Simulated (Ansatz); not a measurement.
**Zr2NF2 MXene monolayer in a perpendicular field**

Wanted: the out-of-plane response of the Zr2NF2 MXene monolayer. A positive field points along +c.

Calculated with Ansatz 0.2.0; plane-wave DFT, PBE-D3(BJ), Ansatz PAW.

**1. The starting structure**

The cell holds 5 atoms: 2 F, 2 Zr and 1 N. Its edges and angles: a = 3.217 Å, b = 3.217 Å, c = 40.384 Å, α = 90.0°, β = 90.0°, γ = 120.0°. Vacuum lies along c.

**2. Relaxing the slab**

The starting cell is a guess, so the in-plane lattice and the atoms are relaxed first, with the slab cut off from its images along the normal.

Input file input.yaml:

```yaml
crystal:
  lattice:
    - [3.2175, 0.0, 0.0]
    - [-1.60875, 2.7864367367, 0.0]
    - [0.0, 0.0, 40.3840795587]
  atoms:
    - { symbol: F, position: [0.3333333333, 0.6666666667, 0.4420058646] }
    - { symbol: Zr, position: [0.6666666667, 0.3333333333, 0.4685633598], spin: 1.0 }
    - { symbol: "N", position: [0.0, 0.0, 0.5] }
    - { symbol: Zr, position: [0.3333333333, 0.6666666667, 0.5314366402], spin: 1.0 }
    - { symbol: F, position: [0.6666666667, 0.3333333333, 0.5579941354] }
  periodic: [true, true, false]
magnetization:
  spin_polarized: true
kpoints:
  mp_grid: { grid: [12, 12, 1] }
hamiltonian:
  xc: pbe
  dispersion: d3bj
scf:
  occupations: { method: fermi_dirac, width: 0.05 }
  convergence: { dr2_threshold: 1.0e-09 }
relax:
  f_tol: 0.004
  max_steps: 90
  cell: {}
output:
  write_potential: true
  write_density: true
  volumetric_format: npy
```

The run is started by

```console
$ ansatz run input.yaml --threads 2 --pin off --max-ram 3072MiB --backend cpu --events-out ev --progress --plain --runs-dir out
```

Numbers of over 12 decimals in the logs are rounded to 6 here.

Log:

```text
Warning: relax.cell: scf.convergence.dr2_threshold = 1e-9 eV is looser than the 2.31887077311e-10 eV advised for a relaxation that steers and ends on the stress (1e-10 eV for each atom of the cell: 5, times the square of relax.cell.stress_2d_tol = 0.05 N/m over 14.7 Å (the atoms' height at the walk's start and 5 Å past either face), 3.405e-2 GPa, over a crystal's default 0.05). What an SCF threshold leaves in a stress goes as its square root, and in the free energy as the threshold itself, and one threshold admits the most on a small cell: [figures from the program's tests cut] Set scf.convergence.dr2_threshold to 2.31887077311e-10 eV or tighter. [rest of the remark cut]
Engine: ansatz 0.2.0, x86_64-unknown-linux-gnu
Pseudopotentials: kind: paw
Pseudopotential: F, paw, valence charge 7, recommended cutoff 420 eV (normal), F.paw.azcp
Pseudopotential: Zr, paw, valence charge 12, recommended cutoff 420 eV (normal), Zr.paw.azcp
Pseudopotential: N, paw, valence charge 5, recommended cutoff 420 eV (normal), N.paw.azcp
Functional definition: PBE
  parameter kappa = 0.804
  parameter beta = 0.066725
  exchange = pbe_x(kappa = kappa, mu = beta*pi^2/3)
  correlation = pbe_c(beta = beta)
Crystal: 5 atoms, lattice volume = 362.058 Å³
Basis set: ecut = 420 eV, 7167 PW (Γ), exchange–correlation on 48×48×540 points (8 copies of the dense FFT grid, shifted against one another)
Bands: 28, of which v1, the nominal top of the filled ones, is band 22 counted from 1 (21 counted from 0)
Symmetry: 12 space group operations
Space group: P-3m1 (ITA 164), of the structure as read, at distance tolerance 7.1e-5 Å
Magnetic group: BNS 164.85 (UNI 1315), of the structure as read, at distance tolerance 7.1e-5 Å
k-points: 19 of 144
Non-local potential: F, projectors of the file, l = 0: 2, l = 1: 2, l = 2: 1
Non-local potential: Zr, projectors of the file, l = 0: 3, l = 1: 2, l = 2: 2, l = 3: 2
Non-local potential: N, projectors of the file, l = 0: 2, l = 1: 2, l = 2: 1
PAW form: soft (Blöchl's): semilocal exchange-correlation on the pseudo side does not see the compensation charge
PAW one-centre angular grid: F, 110 points (default); XC on 64 Gauss nodes
PAW one-centre angular grid: Zr, 590 points (default); XC on 64 Gauss nodes
PAW one-centre angular grid: N, 110 points (default); XC on 64 Gauss nodes
Initial density: superposition of atomic densities (neutral atoms: chi_scale 0, normalization atom)
Starting moments: Σ|m| = 2 μB on 2 of 5 sites
Initial wavefunctions: pseudopotential atomic-orbital guess
Functional: x = pbe(κ = 0.804, μ = 0.219515), c = pbe(β = 0.066725)
SCF iter   1: F=—  HF=-10379.655337 eV  |F-HF|=—  |Δ(HF+E_count)|=         —  Δρ=2.81e-2 (↑2.81e-2 ↓2.70e-2)  dr2=1.83e1  dr2_m=1.45e-1  M=0.671 μB ∫|m|=0.744 μB  β_m=0.30  ethr=3.10e-3  ⟨swp⟩=14.8  Hψ=7967  notcnv=0
Mixer restart at iter 1: flushing history
preconditioner: auto → LDOS  [metal: Δε(μ)=0.028 eV  Ē_g=11.363 eV  σ=0.050 eV  W_gap=0.14  n_scr=24 (ndim 8)  ℏωp=9.4 eV  f_vac=0.797  D(μ)=1.55/eV (n_scr^D=10)]
spin=Collinear: LDOS preconditioning applied to the charge; magnetization (m = ρ↑ − ρ↓) channel mixes plain (no charge-response kernel on spin).
SCF iter   2: F=—  HF=-10376.140628 eV  |F-HF|=—  |Δ(HF+E_count)|=    3.51e0  Δρ=1.43e-2 (↑1.43e-2 ↓1.32e-2)  dr2=5.29e0  dr2_m=8.86e-2  M=0.526 μB ∫|m|=0.607 μB  β_m=0.45  ethr=3.10e-3  ⟨swp⟩=4.4  Hψ=2845  notcnv=0  defer=37
SCF iter   3: F=—  HF=-10375.044065 eV  |F-HF|=—  |Δ(HF+E_count)|=    1.10e0  Δρ=5.08e-3 (↑5.08e-3 ↓4.80e-3)  dr2=1.28e-1  dr2_m=2.42e-2  M=0.259 μB ∫|m|=0.329 μB  β_m=0.60  ethr=3.10e-3  ⟨swp⟩=5.8  Hψ=2898  notcnv=0  defer=38
SCF iter   4: F=—  HF=-10375.168854 eV  |F-HF|=—  |Δ(HF+E_count)|=         —  Δρ=2.24e-3 (↑2.24e-3 ↓1.75e-3)  dr2=3.18e-2  dr2_m=7.83e-3  M=0.055 μB ∫|m|=0.096 μB  β_m=0.60  ethr=2.97e-4  ⟨swp⟩=5.9  Hψ=2850  notcnv=0  defer=32
SCF iter   5: F=—  HF=-10375.170354 eV  |F-HF|=—  |Δ(HF+E_count)|=   1.50e-3  Δρ=6.92e-4 (↑6.92e-4 ↓6.40e-4)  dr2=8.26e-4  dr2_m=1.08e-3  M=0.024 μB ∫|m|=0.049 μB  β_m=0.79  ethr=7.39e-5  ⟨swp⟩=3.7  Hψ=2274  notcnv=0  defer=23
SCF iter   6: F=—  HF=-10375.173031 eV  |F-HF|=—  |Δ(HF+E_count)|=   2.68e-3  Δρ=1.77e-4 (↑1.77e-4 ↓1.66e-4)  dr2=1.86e-4  dr2_m=7.23e-5  M=0.007 μB ∫|m|=0.014 μB  β_m=0.81  ethr=1.92e-6  ⟨swp⟩=4.7  Hψ=2904  notcnv=0  defer=23
SCF iter   7: F=—  HF=-10375.173102 eV  |F-HF|=—  |Δ(HF+E_count)|=   7.10e-5  Δρ=7.70e-5 (↑5.04e-5 ↓7.70e-5)  dr2=1.64e-5  dr2_m=1.05e-5  M=0.003 μB ∫|m|=0.005 μB  β_m=0.82  ethr=4.33e-7  ⟨swp⟩=3.7  Hψ=2584  notcnv=0  defer=22
SCF iter   8: F=—  HF=-10375.173150 eV  |F-HF|=—  |Δ(HF+E_count)|=   4.80e-5  Δρ=2.59e-5 (↑2.59e-5 ↓1.34e-5)  dr2=4.28e-6  dr2_m=4.07e-7  M=0.001 μB ∫|m|=0.001 μB  β_m=0.78  ethr=3.82e-8  ⟨swp⟩=4.2  Hψ=2580  notcnv=0  defer=21
SCF iter   9: F=—  HF=-10375.173152 eV  |F-HF|=—  |Δ(HF+E_count)|=   1.47e-6  Δρ=6.57e-6 (↑5.06e-6 ↓6.57e-6)  dr2=2.64e-7  dr2_m=7.37e-8  M=0.000 μB ∫|m|=0.001 μB  β_m=0.85  ethr=9.95e-9  ⟨swp⟩=3.7  Hψ=2379  notcnv=0  defer=21
SCF iter  10: F=—  HF=-10375.173152 eV  |F-HF|=—  |Δ(HF+E_count)|=   5.67e-7  Δρ=1.49e-6 (↑1.39e-6 ↓1.49e-6)  dr2=4.37e-8  dr2_m=4.67e-9  M=0.000 μB ∫|m|=0.000 μB  β_m=0.93  ethr=6.15e-10  ⟨swp⟩=4.1  Hψ=2502  notcnv=0  defer=21
SCF iter  11: F=—  HF=-10375.173152 eV  |F-HF|=—  |Δ(HF+E_count)|=   8.11e-8  Δρ=3.92e-7 (↑3.83e-7 ↓3.92e-7)  dr2=1.63e-9  dr2_m=1.96e-10  M=0.000 μB ∫|m|=0.000 μB  β_m=0.89  ethr=1.02e-10  ⟨swp⟩=4.4  Hψ=2457  notcnv=0  defer=21
SCF iter  12: F=-10375.173152 eV  HF=-10375.173152 eV  |F-HF|=5.73e-10  |Δ(HF+E_count)|=   3.29e-9  Δρ=1.50e-7 (↑1.50e-7 ↓1.05e-7)  dr2=1.19e-10  dr2_m=4.25e-11  M=0.000 μB ∫|m|=0.000 μB  ethr=2.33e-12  ⟨swp⟩=9.2  Hψ=8771  notcnv=0
WARN: the starting moments were not kept: the SCF closed with an absolute magnetisation of 2.0e-5 μB, where they sum to 2 μB in size (2 sites). That is at most 0.1 of that sum. Measured as dr2_m measures the in/out step, that magnetisation stands 1.9e-11 eV from none, at or under the dr2_threshold of 1.0e-9 eV: it is no larger than a step whose dr2_m would equal this threshold. The system may hold no moment; this SCF [...]
SCF 1 converged in 12 iterations: F = -10375.173152 eV  dr2 = 1.19e-10
  greatest PAW one-centre occupation: 0.996 electrons in one spin orbital (limit 2), on the Zr atom at site 3 (counted from 0), in its partial waves of l = 0
[...]
relax step   9: F+E_penalty+E_count = -10376.19155141 eV  Δ(F+E_penalty+E_count) = +4.461e-5 eV  max|allowed force component| = 3.716e-4 eV/Å  Δτ_max = 0.0005 Å  P = +0.002 N/m  Ω = 373.740 Å³  energy of the carried Pulay correction = -6.137e-3 eV  fix = [c, alpha, beta]  reactions: c +0.000 N/m  (7 SCF iters, accepted)
relax step  10: F+E_penalty+E_count = -10376.19976781 eV  Δ(F+E_penalty+E_count) = -8.216e-3 eV  max|allowed force component| = 1.619e-3 eV/Å  Δτ_max = 0.0000 Å  P = +0.224 N/m  Ω = 373.740 Å³  fix = [c, alpha, beta]  reactions: c +0.000 N/m  stress off target by 2.24e-1 N/m on what of the cell is left free  SCF on the basis re-selected at this cell (its energy is not comparable with the rows above)  (7 SCF iters)
relax step  11: F+E_penalty+E_count = -10376.19947032 eV  Δ(F+E_penalty+E_count) = +2.975e-4 eV  max|allowed force component| = 1.429e-3 eV/Å  Δτ_max = 0.0027 Å  P = +0.018 N/m  Ω = 374.540 Å³  energy of the carried Pulay correction = -4.437e-4 eV  fix = [c, alpha, beta]  reactions: c +0.000 N/m  (8 SCF iters, accepted)
iter 1 solved again at ethr=1.76e-7 eV; its pass at ethr=3.10e-3 eV (dr2=7.59e-5 eV) is discarded
SCF iter   1: F=—  HF=-10376.200029 eV  |F-HF|=—  |Δ(HF+E_count)|=         —  Δρ=4.42e-6 (↑4.42e-6 ↓4.42e-6)  dr2=3.37e-8  dr2_m=2.24e-11  M=-0.000 μB ∫|m|=0.000 μB  β_m=0.65  ethr=1.76e-7  ⟨swp⟩=7.1  Hψ=12844  notcnv=0
eigensolver tolerance schedule: the retry pair's looser diagonalisation over-reported the residual by 2253.70 of it (diagonalisation noise at 0.15 of the residual, at the tolerance the schedule requests for it); recorded, not acted on — ethr = c·dr2/N_el stays at c = 1.0e-1
preconditioner: auto → Resta (q_TF=auto, 1.902 Å⁻¹)  ε∞=2.0  [insulator: Δε(μ)=0.213 eV  Ē_g=9.356 eV  σ=0.050 eV  W_gap=0.57  n_scr=24 (ndim 8)  ℏωp=9.2 eV  f_vac=0.811  D(μ)=2.17/eV (n_scr^D=12)  ε∞_Penn≈2.0  vacuum switching on, ρ_ref=6.3e-3 e/Å³]
spin=Collinear: Resta preconditioning applied to the charge; magnetization (m = ρ↑ − ρ↓) channel mixes plain (no charge-response kernel on spin).
SCF iter   2: F=—  HF=-10376.199936 eV  |F-HF|=—  |Δ(HF+E_count)|=   9.32e-5  Δρ=1.58e-6 (↑1.58e-6 ↓1.58e-6)  dr2=1.11e-8  dr2_m=9.04e-12  M=-0.000 μB ∫|m|=0.000 μB  β_m=0.54  ethr=7.83e-11  ⟨swp⟩=5.4  Hψ=3741  notcnv=0
SCF iter   3: F=—  HF=-10376.199941 eV  |F-HF|=—  |Δ(HF+E_count)|=   5.69e-6  Δρ=8.66e-7 (↑8.66e-7 ↓8.56e-7)  dr2=2.66e-9  dr2_m=3.99e-12  M=-0.000 μB ∫|m|=0.000 μB  β_m=0.55  ethr=2.59e-11  ⟨swp⟩=3.3  Hψ=1979  notcnv=0
SCF iter   4: F=-10376.199944 eV  HF=-10376.199944 eV  |F-HF|=7.74e-8  |Δ(HF+E_count)|=   3.06e-6  Δρ=1.57e-7 (↑1.39e-7 ↓1.57e-7)  dr2=2.57e-10  dr2_m=1.05e-12  M=-0.000 μB ∫|m|=0.000 μB  ethr=2.33e-12  ⟨swp⟩=14.3  Hψ=9621  notcnv=0
the starting moments were not kept: the SCF closed with an absolute magnetisation of 3.4e-6 μB, where they sum to 2 μB in size (2 sites). That is at most 0.1 of that sum. Measured as dr2_m measures the in/out step, that magnetisation stands 1.0e-12 eV from none, at or under the dr2_threshold of 1.0e-9 eV: it is no larger than a step whose dr2_m would equal this threshold.
SCF 12 converged in 4 iterations: F = -10376.199944 eV  dr2 = 2.57e-10
relax step  12: F+E_penalty+E_count = -10376.19994443 eV  Δ(F+E_penalty+E_count) = -4.741e-4 eV  max|allowed force component| = 1.334e-3 eV/Å  Δτ_max = 0.0000 Å  P = +0.022 N/m  Ω = 374.540 Å³  fix = [c, alpha, beta]  reactions: c +0.000 N/m  stress off target by 2.17e-2 N/m on what of the cell is left free  SCF on the basis re-selected at this cell (its energy is not comparable with the rows above)  (4 SCF iters)
basis re-selected at this cell: Δ(F+E_penalty+E_count) = -4.741e-4 eV, ΔP = +0.004 N/m vs the last step (what re-selecting the basis moved, of the pressure what is left beyond the Pulay correction that the steps carried, after the strain that the cell walked since its last selection, with what the two solves' SCF thresholds leave and, on support functions, any second-order correction that the steps lacked; it is no m [...]
WARN: The output density's exchange-correlation potential varies sharply where the density is thin. Do not read a vacuum level from v_tot or v_xc, or from such a field of the output density. On a cell that repeats whose density bears no net charge and no dipole along the vacuum's axis use v_es (v_loc + v_h of the components); under efield.dipole_correction with no amplitude use v_es + v_field, which holds any externa [...]
SCF converged after 4 iterations
Magnetization: -0.0000 μB (21.5000 up, 21.5000 down)
Absolute magnetization: 0.0000 μB (∫|ρ↑−ρ↓|, with the PAW one-centre terms)
Spin contamination: 0.0000 ħ² per cell (⟨S²⟩ above its minimum at these occupations)
Per-site moments (μB) at R_I (Å): [(-5.0321782286834005e-8, 0.953718), (-5.804924373533762e-7, 0.915856), (3.436232192861557e-7, 0.915856), (-5.804924373949155e-7, 0.915856), (-5.032178224003572e-8, 0.953718)]
Free energy (F): -10376.199944 eV
Harris-Foulkes:  -10376.199944 eV  (|F-HF|=7.74e-8)
Internal energy: -10376.183575 eV  (E = F + TS)
E sigma→0 (E₀):  -10376.191760 eV
Entropy (-TS):   -0.016369 eV (-3.274 meV/atom)
Fermi energy:    -3.578343 eV
--- Per-component energies (eV) ---
  E_band       = -954.175593
  E_kinetic    = 1218.486623
  E_local      = -148573.644634  (includes V_loc(G=0)·N_el)
  E_nonlocal   = 350.496338
  E_hartree    = 73514.644790
  E_xc         = -546.910459
  E_vxc        = -668.139877  (∫ρ·V_xc dr)
  E_paw        = -6435.592558  (= ΣΔE_a)
  E_vpaw       = -310.668210  (= ΣTr[D̂ρ^β])
  E_aug_tail   = 0.004235  (compensation charges beyond the density's cutoff)
  E_ewald      = 70097.354525
  E_disp       = -1.022435  (pairwise vdW)
  E_smearing   = -0.016369  (= −TS)
  E_closure    = -0.000000  (closes the sum)
  Σ components = -10376.199944   (vs F -10376.199944, Δ=0.00e0)
--- Forces (eV/Å), atoms counted from 1 ---
  atom   1  F      0.00000000    -0.00000000     0.00019929
  atom   2  Zr    -0.00000000     0.00000000    -0.00133436
  atom   3  N     -0.00000000     0.00000000     0.00000000
  atom   4  Zr     0.00000000    -0.00000000     0.00133436
  atom   5  F      0.00000000     0.00000000    -0.00019929
  max |Σ_I F_I| component: 1.85e-17 eV/Å
--- 2D stress c σ (N/m, compression-positive) ---
        0.021678       0.000000       0.000000
        0.000000       0.021678       0.000000
        0.000000       0.000000       0.000000
  P = ½ c Tr σ = 0.0217 N/m
--- Band table (eV; the first three rows and the last of 38) ---
  k-point 0 ↑: bands = [... 18 lower, -8.9825, -8.9825, -4.1436, -4.1436, -3.3731, -2.3980, -2.3515, -1.3349, ... 2 higher]
  k-point 1 ↑: bands = [... 18 lower, -9.1057, -9.0055, -4.4139, -4.0019, -3.3833, -2.1610, -2.0930, -1.7951, ... 2 higher]
  k-point 2 ↑: bands = [... 18 lower, -9.2509, -9.0447, -4.9584, -3.5959, -3.3633, -2.1049, -1.8231, -1.4972, ... 2 higher]
  k-point 18 ↓: bands = [... 18 lower, -9.4470, -9.0299, -3.7654, -3.6112, -3.6112, -1.4117, -0.7940, -0.7940, ... 2 higher]
  the weakly bound empty levels are not read free of the cell's end (no_gap_told)
--- Relaxed structure (10 steps of the walk, 10 accepted, 2 SCFs on fresh bases) ---
  F+E_penalty+E_count = -10376.19994443 eV   max|allowed force component| = 1.334e-3 eV/Å   (the final SCF, on the basis selected at the relaxed cell)
  cell:  # Å, volume = 374.5396 Å³
    - [3.272491, 0.0, 0.0]
    - [-1.636245, 2.834060, 0.0]
    - [0.0, 0.0, 40.3840795587]
  atoms:
    - { symbol: F, position: [0.333333, 0.666667, 0.438127] }
    - { symbol: Zr, position: [0.666667, 0.333333, 0.471125] }
    - { symbol: N, position: [0, 0, 0.5] }
    - { symbol: Zr, position: [0.333333, 0.666667, 0.528875] }
    - { symbol: F, position: [0.666667, 0.333333, 0.561873] }
```

It took 2.3 min on 2 threads of Intel Xeon Platinum 8488C (Sapphire Rapids), shared host; peak memory 0.88 GiB.

Relaxation path:

```csv
step,energy less that of the first step (eV),largest force component (eV/Å),volume (Å³)
1,0.0000,4.6601,362.06
2,-0.8524,2.1972,370.90
3,-1.0159,0.0596,366.57
4,-1.0164,0.0671,368.19
5,-1.0170,0.1635,370.72
6,-1.0177,0.1448,373.38
7,-1.0179,0.0553,374.40
8,-1.0184,0.0084,373.65
9,-1.0184,0.0004,373.74
10*,-1.0266,0.0016,373.74
11,-1.0263,0.0014,374.54
12*,-1.0268,0.0013,374.54
```

Relaxation steps marked * repeat the geometry before them on a plane-wave basis chosen anew for their cell, so energy and pressure can jump there.

The run keeps the 12 symmetry operations that it works with, so distortions that break them were not tested.

```
cell as run  before  after  change
      a (Å)   3.217  3.272  +1.7 %
      b (Å)   3.217  3.272  +1.7 %
```

The atoms that moved most (Å, along periodic axes as changes of fractional coordinates times the final cell, across vacuum about the mean position):

| atom | dx | dy | dz | length |
| --- | --- | --- | --- | --- |
| F5 | 0.000 | 0.000 | 0.157 | 0.157 |
| F1 | 0.000 | 0.000 | -0.157 | 0.157 |
| Zr2 | 0.000 | 0.000 | 0.103 | 0.103 |
| Zr4 | 0.000 | 0.000 | -0.103 | 0.103 |

The relaxed structure:

```xyz
5
Lattice="3.2725 0.0000 0.0000 -1.6362 2.8341 0.0000 0.0000 0.0000 40.3841" Properties=species:S:1:pos:R:3
F     0.0000    1.8894   17.6933
Zr    1.6362    0.9447   19.0259
N     0.0000    0.0000   20.1920
Zr    0.0000    1.8894   21.3581
F     1.6362    0.9447   22.6907
```

Numbers from this step:

```yaml
energy_at_zero_smearing: -10376.1918 eV
```

The lattice constant a goes from 3.217 to 3.272 Å.

(Continued in part 2 of 2.)

[Logs are printed without paths, hosts, clocks, repeated set-up lines and the standing remarks that a program may print on its own settings, such as how far it seeks lower states.]

[Hosts, paths, dates, database ids (printed as entryN), source tags and the programs' standing remarks are cut or masked in the printed files.]

[Maps of the electrostatic potential energy from Ansatz leave out the sawtooth potential of an applied field or a dipole correction, so their vacuum need not be flat; planar profiles and work functions include it.]
